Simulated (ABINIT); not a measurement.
# CuO (Tenorite) (C2/c) in ABINIT: notebook

The runs below take CuO (Tenorite) through single point, with LDA, PBE, PBEsol.

Everything below comes from runs of ABINIT 10.8.3 (patched build). Logs are shortened: lines on timing, memory, paths and dates and some standing lists are left out, and cuts for length are marked. The log counts tension as positive stress, the text compression.

## Step 1: The crystal as given

The structure is monoclinic, space group C2/c (No. 15). The conventional cell has a = 4.684 Å, b = 3.423 Å, c = 5.129 Å, α = 90.00°, β = 99.54°, γ = 90.00°. Cu (site symmetry -1) is surrounded by 4 O at 1.95 to 1.96 Å. O (site symmetry 2) has 4 Cu at 1.95 to 1.96 Å as nearest neighbours.

## Step 2: Single point, LDA

run.abi reads:

```
pp_dirpath "./"
pseudos "Cu.upf, O.upf"

acell 5.4811209356 5.4811209356 9.692027348
rprim
     0.8073996500    -0.5900049196     0.0000000000
     0.8073996500     0.5900049196     0.0000000000
    -0.1657361228     0.0000000000     0.9861701362
ntypat 2
znucl 29 8
natom 4
typat 1 1 2 2
xred
     0.5000000000     0.0000000000     0.5000000000
     0.0000000000     0.5000000000     0.0000000000
     0.4184000000     0.5816000000     0.7500000000
     0.5816000000     0.4184000000     0.2500000000
chkprim 0
chksymtnons 0
tolsym 1.0e-6

ecut 42.0

kptopt 1
ngkpt 8 8 4
nshiftk 1
shiftk 0.0 0.0 0.0

ixc 7

nband 30
occopt 3
tsmear 0.00183747

nstep 100
tolvrs 1.0e-10

iomode 3
prtwf 0
prteig 0
prtebands 0
enunit 2
prtden 1
prtvha 1
prtvclmb 1
prtpot 1
prtelf 1
```

Potentials or basis: PseudoDojo NC SR LDA v0.4.1 standard.

On the command line:

```
$ mpirun --bind-to none -np 4 abinit run.abi > log 2>&1
```

run.abo:

```text
.Version 10.8.3 of ABINIT
 Symmetries : space group C2/c (# 15); Bravais mC (1-face-center monocl.)
================================================================================
 Values of the parameters that define the memory need of the present run
     intxc =       0    ionmov =       0      iscf =       7    lmnmax =       6
     lnmax =       6     mgfft =      60  mpssoang =       3    mqgrid =    3001
     natom =       4  nloc_mem =       1    nspden =       1   nspinor =       1
    nsppol =       1      nsym =       4    n1xccc =    2501    ntypat =       2
    occopt =       3   xclevel =       1
       mpw =        3580          nfft =       61440          nkpt =          78
================================================================================
================================================================================

--------------------------------------------------------------------------------
------------- Echo of variables that govern the present computation ------------
--------------------------------------------------------------------------------
 -outvars: echo values of preprocessed input variables --------
            acell      5.4811209356E+00  5.4811209356E+00  9.6920273480E+00 Bohr
              amu      6.35460000E+01  1.59994000E+01
          chkprim           0
      chksymtnons           0
             ecut      4.20000000E+01 Hartree
           enunit           2
                       outvar_i_n : Printing only first  50 k-points.
              ixc           7
                       outvar_i_n : Printing only first  50 k-points.
         kptrlatt        8    0    0      0    8    0      0    0    4
          kptrlen      3.87681094E+01
            natom           4
            nband          30
            ngfft          32      32      60
             nkpt          78
            nstep         100
             nsym           4
           ntypat           2
                       prtocc : prtvol=0, do not print more k-points.
           occopt           3
        prtebands           0
           prteig           0
           prtelf           1
           prtpot           1
         prtvclmb           1
           prtvha           1
            prtwf           0
            rprim      8.0739965000E-01 -5.9000491960E-01  0.0000000000E+00
                       8.0739965000E-01  5.9000491960E-01  0.0000000000E+00
                      -1.6573612280E-01  0.0000000000E+00  9.8617013620E-01
          spgroup          15
           tolsym      1.00000000E-06
           tolvrs      1.00000000E-10
           tsmear      1.83747000E-03 Hartree
            typat      1  1  2  2
                       outvars : Printing only first  50 k-points.
           xangst      7.4591128620E-01 -8.5564999938E-01  2.5289346956E+00
[... 164 lines left out ...]
 frms,max,avg= 3.9272157E-03 9.6196746E-03   0.000E+00  0.000E+00  0.000E+00 h/b

 cartesian forces (eV/Angstrom) at end:
    1     -0.00000000000000    -0.00000000000000    -0.00000000000000
    2     -0.00000000000000    -0.00000000000000    -0.00000000000000
    3     -0.00000000000000    -0.49466355773241    -0.00000000000000
    4      0.00000000000000     0.49466355773241     0.00000000000000
 frms,max,avg= 2.0194555E-01 4.9466356E-01   0.000E+00  0.000E+00  0.000E+00 e/A
 length scales=  5.481120935600  5.481120935600  9.692027348000 bohr
              =  2.900484287355  2.900484287355  5.128799996531 angstroms
 Fermi (or HOMO) energy (hartree) =   0.24205   Average Vxc (hartree)=  -0.47409
 Eigenvalues (hartree) for nkpt=  78  k points:
 kpt#   1, nband= 30, wtk=  0.00391, kpt=  0.0000  0.0000  0.0000 (reduced coord)
  -3.86385   -3.86382   -2.32089   -2.32088   -2.31937   -2.31905   -2.30425   -2.30423
  -0.48144   -0.42976   -0.06285    0.03407    0.04956    0.12050    0.12586    0.12647
   0.13016    0.13429    0.14156    0.14783    0.15613    0.16287    0.16521    0.18356
   0.24984    0.27607    0.30387    0.45889    0.53553    0.72435
      occupation numbers for kpt#   1
   2.00000    2.00000    2.00000    2.00000    2.00000    2.00000    2.00000    2.00000
   2.00000    2.00000    2.00000    2.00000    2.00000    2.00000    2.00000    2.00000
   2.00000    2.00000    2.00000    2.00000    2.00000    2.00000    2.00000    2.00000
   0.02837    0.00000    0.00000    0.00000    0.00000    0.00000
 prteigrs : prtvol=0 or 1, do not print more k-points.

 Fermi (or HOMO) energy (eV) =   6.58638   Average Vxc (eV)= -12.90067
 Eigenvalues (   eV  ) for nkpt=  78  k points:
 kpt#   1, nband= 30, wtk=  0.00391, kpt=  0.0000  0.0000  0.0000 (reduced coord)
-105.14067 -105.13995  -63.15465  -63.15435  -63.11336  -63.10451  -62.70178  -62.70129
 -13.10062  -11.69442   -1.71013    0.92715    1.34848    3.27889    3.42475    3.44149
   3.54174    3.65425    3.85198    4.02258    4.24852    4.43193    4.49561    4.99495
   6.79845    7.51229    8.26878   12.48707   14.57241   19.71047
 prteigrs : prtvol=0 or 1, do not print more k-points.

--- !EnergyTerms
iteration_state     : {dtset: 1, }
comment             : Components of total free energy in Hartree
kinetic             :  1.95798644746584E+02
hartree             :  1.34933569120576E+02
xc                  : -5.41866212035406E+01
Ewald energy        : -2.48584466506362E+02
psp_core            :  1.02471018802460E+01
local_psp           : -3.77551821569880E+02
non_local_psp       : -7.25166502617859E+01
internal            : -4.11860243794162E+02
'-kT*entropy'       : -6.58761801711377E-04
total_energy        : -4.11860902555964E+02
total_energy_eV     : -1.12073060990687E+04
band_energy         : -4.14456598343440E+01
...

 Cartesian components of stress tensor (hartree/bohr^3)
  sigma(1 1)=  4.04718868E-04  sigma(3 2)=  0.00000000E+00
  sigma(2 2)=  2.29327462E-04  sigma(3 1)= -1.37339146E-05
  sigma(3 3)=  4.67119974E-04  sigma(2 1)=  0.00000000E+00

-Cartesian components of stress tensor (GPa)         [Pressure= -1.0799E+01 GPa]
- sigma(1 1)=  1.19072402E+01  sigma(3 2)=  0.00000000E+00
- sigma(2 2)=  6.74704686E+00  sigma(3 1)= -4.04065719E-01
- sigma(3 3)=  1.37431441E+01  sigma(2 1)=  0.00000000E+00

== END DATASET(S) ==============================================================
================================================================================

 -outvars: echo values of variables after computation  --------
            acell      5.4811209356E+00  5.4811209356E+00  9.6920273480E+00 Bohr
           etotal     -4.1186090256E+02
            fcart     -0.0000000000E+00 -0.0000000000E+00 -0.0000000000E+00
                      -0.0000000000E+00 -0.0000000000E+00 -0.0000000000E+00
                      -3.4201649724E-19 -9.6196746197E-03 -9.7693072222E-20
                       3.4201649724E-19  9.6196746197E-03  9.7693072222E-20
            rprim      8.0739965000E-01 -5.9000491960E-01  0.0000000000E+00
                       8.0739965000E-01  5.9000491960E-01  0.0000000000E+00
                      -1.6573612280E-01  0.0000000000E+00  9.8617013620E-01
           strten      4.0471886842E-04  2.2932746156E-04  4.6711997390E-04
                       0.0000000000E+00 -1.3733914635E-05  0.0000000000E+00
           xangst      7.4591128620E-01 -8.5564999938E-01  2.5289346956E+00
                       1.1709249992E+00  8.5564999938E-01  0.0000000000E+00
                       1.7043294289E+00  2.7928415980E-01  3.7934020433E+00
                       2.1293431419E+00 -2.7928415980E-01  1.2644673478E+00
             xred      5.0000000000E-01 -1.5095103929E-17  5.0000000000E-01
                      -1.7326724090E-17  5.0000000000E-01  0.0000000000E+00
                       4.1840000000E-01  5.8160000000E-01  7.5000000000E-01
                       5.8160000000E-01  4.1840000000E-01  2.5000000000E-01
 Calculation completed.
```

Run time: 68 s. Hardware: 4 MPI ranks of Arm Neoverse V2, shared host; peak memory 0.36 GiB.

Results:

```yaml
Free_energy: -11207.3061 eV
Largest_force: 0.495 eV/Å
Band_gap_on_the_k_mesh: none (metal or under the smearing width)
Valence_electrons_inside_the_program's_atomic_spheres: Cu 17.31; O 6.17
```

Forces in eV/Å, atoms in the order of the input:
```
Cu   0.000  0.000  0.000
Cu   0.000  0.000  0.000
O    0.000 -0.495  0.000
O    0.000  0.495  0.000
```

Caveat: the cutoff is too short for stress, so the log's stress isn't used; the run has no spin polarisation, though such a crystal can be magnetic; semilocal functionals often make such compounds metallic where correlation or magnetic order opens a gap, which also shifts bond lengths.

## Step 3: Single point, PBE

run.abi: that of step 2 with these lines changed.

```diff
@@ -28,3 +28,3 @@
 
-ixc 7
+ixc 11
 
@@ -32,3 +32,3 @@
 occopt 3
-tsmear 0.00183747
+tsmear 0.05 eV
 
@@ -39,9 +39,5 @@
 prtwf 0
+prtden 0
 prteig 0
 prtebands 0
-enunit 2
-prtden 1
-prtvha 1
-prtvclmb 1
-prtpot 1
-prtelf 1
+enunit 1
```

Potentials or basis: PseudoDojo NC SR PBE v0.4.1 standard.

On the command line:

```
$ mpirun --bind-to none -np 4 abinit run.abi > log 2>&1
```

run.abo:

```text
.Version 10.8.3 of ABINIT
 Symmetries : space group C2/c (# 15); Bravais mC (1-face-center monocl.)
================================================================================
 Values of the parameters that define the memory need of the present run
     intxc =       0    ionmov =       0      iscf =       7    lmnmax =       6
     lnmax =       6     mgfft =      60  mpssoang =       3    mqgrid =    3001
     natom =       4  nloc_mem =       1    nspden =       1   nspinor =       1
    nsppol =       1      nsym =       4    n1xccc =    2501    ntypat =       2
    occopt =       3   xclevel =       2
       mpw =        3580          nfft =       61440          nkpt =          78
================================================================================
================================================================================

--------------------------------------------------------------------------------
------------- Echo of variables that govern the present computation ------------
[... 236 lines left out ...]
            acell      5.4811209356E+00  5.4811209356E+00  9.6920273480E+00 Bohr
           etotal     -4.1221323999E+02
            fcart     -0.0000000000E+00 -0.0000000000E+00  1.6507025183E-31
                      -0.0000000000E+00 -0.0000000000E+00  1.6507025183E-31
                       2.2155610689E-19 -5.5732213764E-03  6.6587870982E-20
                      -2.2155610689E-19  5.5732213764E-03 -6.6587870983E-20
            rprim      8.0739965000E-01 -5.9000491960E-01  0.0000000000E+00
                       8.0739965000E-01  5.9000491960E-01  0.0000000000E+00
                      -1.6573612280E-01  0.0000000000E+00  9.8617013620E-01
           strten     -1.3896343821E-04 -1.9632956595E-04 -1.1751441754E-04
                       0.0000000000E+00  3.4126138258E-05  0.0000000000E+00
           xangst      7.4591128620E-01 -8.5564999938E-01  2.5289346956E+00
                       1.1709249992E+00  8.5564999938E-01  0.0000000000E+00
                       1.7043294289E+00  2.7928415980E-01  3.7934020433E+00
                       2.1293431419E+00 -2.7928415980E-01  1.2644673478E+00
             xred      5.0000000000E-01 -1.5095103929E-17  5.0000000000E-01
                      -1.7326724090E-17  5.0000000000E-01  0.0000000000E+00
                       4.1840000000E-01  5.8160000000E-01  7.5000000000E-01
                       5.8160000000E-01  4.1840000000E-01  2.5000000000E-01
 Calculation completed.
```

It took 80 s on 4 MPI ranks of Arm Neoverse V1, shared host; peak memory 0.4 GiB.

Results:

```yaml
Free_energy: -11216.8937 eV
Largest_force: 0.287 eV/Å
Band_gap_on_the_k_mesh: none (metal or under the smearing width)
Valence_electrons_inside_the_program's_atomic_spheres: Cu 17.30; O 6.20
```

Forces on the atoms (eV/Å):
```
Cu   0.000  0.000  0.000
Cu   0.000  0.000  0.000
O    0.000 -0.287  0.000
O    0.000  0.287  0.000
```

Levels at points of the mesh, in eV from the Fermi level:
| k point | band 22 | band 23 | band 24 | band 25 | band 26 | band 27 | band 28 | band 29 |
| --- | --- | --- | --- | --- | --- | --- | --- | --- |
| (0.00, 0.00, 0.00) | -2.15 | -2.09 | -1.60 | 0.20 | 0.92 | 1.68 | 5.98 | 8.08 |
| (0.50, 0.00, 0.00) | -1.54 | -1.49 | -1.35 | -0.02 | 0.23 | 4.80 | 6.25 | 6.88 |
| (0.50, 0.50, 0.00) | -2.06 | -1.65 | -1.15 | -0.62 | 1.04 | 3.28 | 7.03 | 8.44 |
| (0.00, 0.00, 0.50) | -2.17 | -1.49 | -1.49 | 0.22 | 0.22 | 3.88 | 3.88 | 11.63 |
| (0.50, 0.00, 0.50) | -2.08 | -1.66 | -1.54 | -0.09 | 0.73 | 5.05 | 6.47 | 8.00 |
| (0.50, 0.50, 0.50) | -1.61 | -1.25 | -1.25 | -0.43 | -0.43 | 5.16 | 5.16 | 8.95 |

Caveat: the cutoff is too short for stress, so the log's stress isn't used; the run has no spin polarisation, though such a crystal can be magnetic; semilocal functionals often make such compounds metallic where correlation or magnetic order opens a gap, which also shifts bond lengths.

[end of part 1 of 3]
